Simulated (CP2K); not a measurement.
## Te2Mo under changes of volume

One of the cells (133.495 Å³/atom); the others are scaled copies at fixed shape and fractional positions:

```xyz
6
Lattice="6.3616 0.0000 0.0000 0.0000 3.4804 0.0000 -0.0857 0.0000 36.1759" Properties=species:S:1:pos:R:3 pbc="T T T"
Te    2.6844    2.6103   19.5604
Te    3.5915    0.8701   16.6155
Te    5.8104    0.8701   20.1329
Te    0.4655    2.6103   16.0430
Mo    1.1110    0.8701   17.9963
Mo    5.1649    2.6103   18.1796
```

```yaml
Program: CP2K 2026.2
Functional: PBEsol
Potentials_or_basis: POTENTIAL_UZH Te GTH-PBE-q6, Mo GTH-PBE-q14; TZVP-MOLOPT-PBE-GTH basis
Density_cutoff: 6123 eV
k_mesh: 4 × 8 × 1
Occupations: fermi-dirac, width 0.05 eV
Spin: no spin polarisation
```

```csv
volume (Å³/atom),energy over the lowest point (meV/atom),largest force (eV/Å)
125.485,?,?
128.155,16.52,1.139
130.825,4.67,0.747
133.495,0.00,0.385
136.165,1.78,0.114
138.835,9.32,0.290
141.505,22.04,0.542
```

Problem. What does the run at 125.485 Å³/atom give?

Solution. Energy over the lowest point 36.41 meV/atom; largest force 1.565 eV/Å.

Worked out: A Birch-Murnaghan fit of order 3 (a polynomial in V^(-2/3)) to the other rows has its minimum at 134.05 Å³/atom with B0 = V·E''(V) = 18.9 GPa and B' = 4.5 at fixed shape and positions, which overstates the stiffness. It gives 36.40 meV/atom at 125.485 Å³/atom, against the run's 36.41.

Energies are extrapolated to zero smearing.

Caveats: with these potentials and basis sets, volumes of gold and of layered tellurides can stand 1.5 % and more from those of plane-wave programs; the potentials were made for another functional, which shifts forces and pressure; the basis of atomic orbitals isn't converged, which shifts pressures, moduli and gaps.
